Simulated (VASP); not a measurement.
# Pt in VASP: single point with LDA

Aim: the single point of Pt with LDA.

Program: VASP 6.6.1. These are calculated values, not measurements. Logs are shortened: lines on timing, memory, paths and dates and some standing lists are left out, and cuts for length are marked.

**1. The cell of the first run**

The cell holds a slab with vacuum, 4 atoms: a = 2.753 Å, b = 2.753 Å, c = 23.744 Å, α = 90.00°, β = 90.00°, γ = 120.00°.

The slab is cut from a database's or a generator's crystal, which needn't be the stable form of the element.

**2. Single point, LDA (clean slab, lower half held)**

Contents of INCAR:

```
PREC = Accurate ; ENCUT = 520
EDIFF = 1E-7 ; ISMEAR = 0
SIGMA = 0.1 ; LREAL = False
LASPH = True ; NELM = 100
ALGO = Normal ; ISIF = 2
LWAVE = False ; LCHARG = False
LDIPOL = True ; IDIPOL = 3
DIPOL = 0.5 0.5 0.500 ; GGA = CA
NBANDS = 28
```

Contents of KPOINTS:

```
regular mesh
0
Gamma
  12 12 1
```

Contents of POSCAR:

```
Pt
1.0
    2.7531922024      0.0000000000      0.0000000000
   -1.3765961012      2.3843343887      0.0000000000
    0.0000000000      0.0000000000     23.7439160596
Pt
4
Direct
    0.6666666667      0.3333333333      0.3579864408
    0.3333333333      0.6666666667      0.4526621469
    0.0000000000      0.0000000000      0.5463221412
    0.6666666667      0.3333333333      0.6411677558
```

Potentials or basis: VASP PAW LDA potentials, release 64 (Pt).

Launch:

```
> cat potpaw_LDA.64/Pt/POTCAR > POTCAR
> mpirun -np 1 vasp_std > vasp.out
```

OUTCAR:

```text
PREC = Accurate
   ENCUT = 520
   EDIFF = 1E-7
   ISMEAR = 0
   LREAL = False
   LASPH = True
   NELM = 100
   ISIF = 2
   GGA = CA

 ion  position               nearest neighbor table
   1  0.667  0.333  0.358-   2 2.75   2 2.75   2 2.75
   2  0.333  0.667  0.453-   3 2.73   3 2.73   3 2.73   1 2.75   1 2.75   1 2.75
   3  0.000  0.000  0.546-   2 2.73   2 2.73   2 2.73   4 2.76   4 2.76   4 2.76
   4  0.667  0.333  0.641-   3 2.76   3 2.76   3 2.76

  LATTYP: Found a hexagonal cell.
 ALAT       =     2.7531922024
 C/A-ratio  =     8.6241403847

  Lattice vectors:

 A1 = (   2.7531922024,   0.0000000000,   0.0000000000)
 A2 = (  -1.3765961012,   2.3843343887,   0.0000000000)
 A3 = (   0.0000000000,   0.0000000000,  23.7439160596)

Analysis of symmetry for initial positions (statically):
=====================================================================
 Subroutine PRICEL returns:
 Original cell was already a primitive cell.

 Routine SETGRP: Setting up the symmetry group for a
 hexagonal supercell.

 Subroutine GETGRP returns: Found  6 space group operations
 (whereof  6 operations were pure point group operations)
 out of a pool of 24 trial point group operations.

The static configuration has the point symmetry C_3v.

Analysis of symmetry for dynamics (positions and initial velocities):
=====================================================================
 Subroutine PRICEL returns:
 Original cell was already a primitive cell.

 Routine SETGRP: Setting up the symmetry group for a
 hexagonal supercell.

 Subroutine GETGRP returns: Found  6 space group operations
 (whereof  6 operations were pure point group operations)
 out of a pool of 24 trial point group operations.

The dynamic configuration has the point symmetry C_3v.

 Subroutine INISYM returns: Found  6 space group operations
 (whereof  6 operations are pure point group operations),
 and found     1 'primitive' translations

----------------------------------------------------------------------------------------

                                     Primitive cell

  volume of cell :     155.8677

  direct lattice vectors                    reciprocal lattice vectors
     2.753192202  0.000000000  0.000000000     0.363214744  0.209702130  0.000000000
    -1.376596101  2.384334389  0.000000000     0.000000000  0.419404260  0.000000000
[... 88 lines left out ...]
   NFREE  =      0    steps in history (QN), initial steepest desc. (CG)
   ISIF   =      2    stress and relaxation
   ISYM   =      2    0-nonsym 1-usesym 2-fastsym
   POTIM  = 0.5000    time-step for ionic-motion
   TEBEG  =    0.0;   TEEND  =   0.0 temperature during run
   PSTRESS=    0.0 pullay stress
   NELECT =      40.0000    total number of electrons
   NUPDOWN=      -1.0000    fix difference up-down
   EMIN   =  10.00;   EMAX   =-10.00  energy-range for DOS
   EFERMI =   0.00;   METHOD = LEGACY
   ISMEAR =     0;   SIGMA  =   0.10  broadening in eV -4-tet -1-fermi 0-gaus
   EFERMI_NEDOS =   21; number of points for ismear=-14 and -15
   IALGO  =     38    algorithm
   IMIX   =      4    mixing-type and parameters
     AMIX     =   0.40;   BMIX     =  1.00
     AMIX_MAG =   1.60;   BMIX_MAG =  1.00
  volume/ion in A,a.u.               =      38.97       262.96
  Fermi-wavevector in a.u.,A,eV,Ry     =   1.040342  1.965961 14.725743  1.082312
  Thomas-Fermi vector in A             =   2.174913
   LORBIT       =      0    0 simple, 1 ext, 2 COOP (PROOUT), +10 PAW based schemes
   GGA     = CA    functional components
   LHFCALC =     F    Hartree Fock is set to
   AEXX    =    0.0000 exact exchange contribution
   IVDW    =     0    specifies the selected vdW correction
   LEPSILON=     F    determine dielectric tensor
   LRPA    =     F    only Hartree local field effects (RPA)
 non-spin polarized calculation
 Gauss-broadening in eV      SIGMA  =   0.10
  energy-cutoff  :      520.00
  volume of cell :      155.87
 maximum number of plane-waves:      4221
   NGX = 11   NGY = 11   NGZ = 89

 dipolmoment           0.000000      0.000000     -0.000130 electrons x Angstroem

 number of electron      40.0000000 magnetization

 dipolmoment           0.000000      0.000000      0.000052 electrons x Angstroem

 Free energy of the ion-electron system (eV)
  ---------------------------------------------------
  ext. energy  EPLUGINS =         0.00000000
  ---------------------------------------------------
  free energy    TOTEN  =       -28.46328523 eV

  energy without entropy =      -28.43615644  energy(sigma->0) =      -28.44972084

 E-fermi :   0.5718     XC(G=0):  -6.0333

 val. band max:        0.4987179015   @ k =   0.2500   0.0833   0.0000
 cond. band min:       0.5825885651   @ k =   0.0000   0.0000   0.0000
 fundamental gap:      0.0838706636
 Fermi energy:         0.5718276699

 k-point     1 :       0.0000    0.0000    0.0000
  band No.  band energies     occupation
      1      -9.3642      2.00000
      2      -7.9505      2.00000
      3      -6.7963      2.00000
      4      -6.7901      2.00000
      5      -3.4272      2.00000
      6      -3.2919      2.00000
[... 578 lines left out ...]
     27       8.2482      0.00000
     28       9.4775      0.00000

------------------------ aborting loop because EDIFF is reached ----------------------------------------

 vacuum level on the upper side and lower side of the slab       (xc-potential included)        -0.118        -0.120

  FORCE on cell =-STRESS in cart. coord.  units (eV):
  Direction    XX          YY          ZZ          XY          YZ          ZX
  --------------------------------------------------------------------------------------
  -------------------------------------------------------------------------------------
  Total       -4.6454825     -4.6454825      0.2037560      0.0000000      0.0000000      0.0000000
  in kB      -47.7513187    -47.7513187      2.0944252      0.0000000      0.0000000      0.0000000
  external PRESSURE =     -31.1360707 kB  Pullay stress =       0.0000000 kB

 VOLUME and BASIS-vectors are now :
 -----------------------------------------------------------------------------
  energy-cutoff  :      520.00
  volume of cell :      155.87
      direct lattice vectors                 reciprocal lattice vectors
     2.753192202  0.000000000  0.000000000     0.363214744  0.209702130  0.000000000
    -1.376596101  2.384334389  0.000000000     0.000000000  0.419404260  0.000000000
     0.000000000  0.000000000 23.743916060     0.000000000  0.000000000  0.042116052

 POSITION                                       TOTAL-FORCE (eV/Angst)
 -----------------------------------------------------------------------------------
      1.37660      0.79478      8.50000         0.000000      0.000000     -0.052714
     -0.00000      1.58956     10.74797         0.000000     -0.000000      0.015603
      0.00000      0.00000     12.97183        -0.000000      0.000000      0.014158
      1.37660      0.79478     15.22383        -0.000000     -0.000000      0.022952
 -----------------------------------------------------------------------------------
    total drift:                                0.000000      0.000000      0.000401

  FREE ENERGIE OF THE ION-ELECTRON SYSTEM (eV)
  ---------------------------------------------------
  free  energy   TOTEN  =       -28.4632852267 eV

  energy  without entropy=      -28.4361564445  energy(sigma->0) =      -28.44972084

 vacuum level on the upper side and lower side of the slab         6.528         6.524
```

OSZICAR:

```text
N       E                     dE             d eps       ncg     rms          rms(c)
DAV:   1     0.261911230119E+03    0.26191E+03   -0.18185E+04  1064   0.123E+03
DAV:   2    -0.174321797301E+02   -0.27934E+03   -0.26341E+03  1280   0.260E+02
DAV:   3    -0.299463702046E+02   -0.12514E+02   -0.11900E+02  1300   0.522E+01
[... 24 lines left out ...]
DAV:  28    -0.284632844391E+02   -0.33415E-06   -0.21595E-08   804   0.874E-04    0.999E-04
DAV:  29    -0.284632848091E+02   -0.36999E-06   -0.15120E-08   796   0.704E-04    0.684E-04
DAV:  30    -0.284632850420E+02   -0.23289E-06   -0.39350E-08   784   0.100E-03    0.263E-04
DAV:  31    -0.284632851533E+02   -0.11128E-06   -0.26991E-09   672   0.283E-04    0.389E-04
DAV:  32    -0.284632852267E+02   -0.73479E-07   -0.36137E-09   648   0.292E-04
   1 F= -.28463285E+02 E0= -.28449721E+02  d E =-.271288E-01
```

Run time: 68 s. Hardware: 1 thread of Intel Xeon 6975P-C (Granite Rapids), shared host; peak memory 0.23 GiB.

Results:

- Free energy: -28.4633 eV
- Largest force: 0.053 eV/Å
- Band gap on the k mesh: none (metal or under the smearing width)

Forces on the atoms (eV/Å):
```
Pt   0.000  0.000 -0.053
Pt   0.000  0.000  0.016
Pt   0.000  0.000  0.014
Pt   0.000  0.000  0.023
```

Levels at points of the mesh, in eV from the Fermi level:
```tsv
k point	band 17	band 18	band 19	band 20	band 21	band 22	band 23	band 24
(0.00, 0.00, 0.00)	-1.66	-1.29	-1.29	-0.50	-0.50	-0.49	0.01	0.01
(0.50, 0.00, 0.00)	0.09	0.28	0.58	0.62	0.91	2.41	2.77	3.13
```

Spin-orbit coupling is left out, which matters for the levels of Pt.
